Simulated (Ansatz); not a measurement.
**Sn started on an I site in perovskite CsSnI3, 40 atoms, charge −1**

Wanted: geometry, formation energy and gap levels of the defect, compared across PBEsol, HSE06 and r²SCAN.

Method: density functional theory in Ansatz 0.2.0, PAW datasets, plane waves.

## (1) Starting point

40 atoms (8 Cs, 9 Sn, 23 I); a = 12.314 Å, b = 12.314 Å, c = 12.314 Å, α = 90.00°, β = 90.00°, γ = 90.00°. All atoms were shaken off their sites by about 0.02 Å along each axis. Defect site 1: (0.250, 0.250, 0.500).

Steps to follow: (2) PBEsol relaxation at the single k point (¼, ¼, ¼), on 1 × NVIDIA GB200 with 8 threads of Arm Neoverse-V2; (3) HSE06 single point at the single k point (¼, ¼, ¼), on 1 × NVIDIA GB200 with 8 threads of Arm Neoverse-V2; (4) r²SCAN single point at the single k point (¼, ¼, ¼), on 1 × NVIDIA GB200 with 8 threads of Arm Neoverse-V2.

## (2) Relaxation of the positions (PBEsol)

Input file in.yaml:

```yaml
crystal:
  lattice:
    - [12.314462, 0.000000, 0.000000]
    - [0.000000, 12.314462, 0.000000]
    - [0.000000, 0.000000, 12.314462]
  atoms:
    - { symbol: Cs, position: [0.000095, 0.998776, 0.001192] }
    - { symbol: Cs, position: [0.998064, 0.999306, 0.500421] }
    - { symbol: Cs, position: [0.999630, 0.498656, 0.000803] }
    - { symbol: Cs, position: [0.003564, 0.498520, 0.500145] }
    - { symbol: Cs, position: [0.503105, 0.999584, 0.998029] }
    - { symbol: Cs, position: [0.502583, 0.999297, 0.501128] }
    - { symbol: Cs, position: [0.497633, 0.496748, 0.999657] }
    - { symbol: Cs, position: [0.498670, 0.501086, 0.498970] }
    - { symbol: Sn, position: [0.248269, 0.250396, 0.251712] }
    - { symbol: Sn, position: [0.251207, 0.251676, 0.750560] }
    - { symbol: Sn, position: [0.248415, 0.749453, 0.247737] }
    - { symbol: Sn, position: [0.250412, 0.751793, 0.747933] }
    - { symbol: Sn, position: [0.751866, 0.251967, 0.251302] }
    - { symbol: Sn, position: [0.748577, 0.250485, 0.751487] }
    - { symbol: Sn, position: [0.750268, 0.748837, 0.249255] }
    - { symbol: Sn, position: [0.752078, 0.747490, 0.747495] }
    - { symbol: Sn, position: [0.252695, 0.249197, 0.499398] }
    - { symbol: I, position: [0.251610, 0.249500, 0.000643] }
    - { symbol: I, position: [0.247731, 0.750544, 0.000503] }
    - { symbol: I, position: [0.252771, 0.753366, 0.502112] }
    - { symbol: I, position: [0.751003, 0.248199, 0.001182] }
    - { symbol: I, position: [0.748440, 0.251774, 0.500786] }
    - { symbol: I, position: [0.749683, 0.750650, 0.001898] }
    - { symbol: I, position: [0.749709, 0.750802, 0.500782] }
    - { symbol: I, position: [0.998559, 0.249829, 0.249789] }
    - { symbol: I, position: [0.998387, 0.248011, 0.751568] }
    - { symbol: I, position: [0.998574, 0.746816, 0.249515] }
    - { symbol: I, position: [0.000817, 0.748526, 0.749089] }
    - { symbol: I, position: [0.500250, 0.252835, 0.251720] }
    - { symbol: I, position: [0.497696, 0.253176, 0.749672] }
    - { symbol: I, position: [0.496045, 0.752256, 0.249033] }
    - { symbol: I, position: [0.501073, 0.748636, 0.747878] }
    - { symbol: I, position: [0.250415, 0.002329, 0.248948] }
    - { symbol: I, position: [0.250448, 0.999177, 0.749758] }
    - { symbol: I, position: [0.248040, 0.502221, 0.251655] }
    - { symbol: I, position: [0.252094, 0.498322, 0.750877] }
    - { symbol: I, position: [0.748010, 0.001213, 0.249198] }
    - { symbol: I, position: [0.749442, 0.999142, 0.749397] }
    - { symbol: I, position: [0.749120, 0.500127, 0.250383] }
    - { symbol: I, position: [0.747341, 0.502250, 0.751776] }
  symmetry: { detect: false }
kpoints:
  mp_grid: { grid: [1, 1, 1], shift: [0.25, 0.25, 0.25] }
hamiltonian:
  xc: pbesol
total_charge: -1
scf:
  occupations: { method: fermi_dirac, width: 0.01 }
relax:
  f_tol: 0.03
  max_steps: 80
  escape_saddle: false
  adjacent_minimum: "off"
output:
  forces: true
  eigenvalues: true
  populations: true
  charged_corrections: { epsilon: 30 }
```

The run is started by

```bash
> ansatz run in.yaml --threads 8 --pin off --max-ram 118750MiB --runs-dir r --events-out ev --progress --plain --backend cuda --devices 0, --max-vram 170GiB
```

After this run come: HSE06 single point; r²SCAN on the same atoms.

Q: Predict the outcome of this session. Wanted: for each run, formation energy; host gap; top filled to lowest empty.

**Answer**, as computed:

```
             level         time  formation energy (eV)  host gap (eV)  top filled to lowest empty (eV)
PBEsol, relaxation   17 s (GPU)                   3.21           0.08                             0.66
             HSE06   27 s (GPU)                   3.93           0.66                             1.16
            r²SCAN  5.2 s (GPU)                   3.67           0.32                             0.83
```

| quantity | value |
| --- | --- |
| relaxation | 20 recorded steps, 0.65 eV gained |
| largest shift | 1.29 Å (Sn17) |

The relaxation lowers the energy by 0.65 eV; the largest shift is 1.29 Å (Sn17). The formation energy at E_F = VBM goes from 3.21 eV (PBEsol) to 3.93 eV (HSE06), as the host gap goes from 0.08 to 0.66 eV. The reservoirs are the elements' reference phases; where the defect changes the composition, the value depends on that choice. r²SCAN shows no level inside the gap that the count of atoms sharing it marks as tightly localised. The HSE06 single point took about 5.2 times as long as the r²SCAN one on the same kind of device. No spin–orbit coupling is included; with elements this heavy it would shift the edges. The host's edges were read at Γ, so band-like levels at this k point need not coincide with them. One k point and a cell of this size can leave errors of several tenths of an eV. The dielectric constant of 30 in the correction is an assumed value.
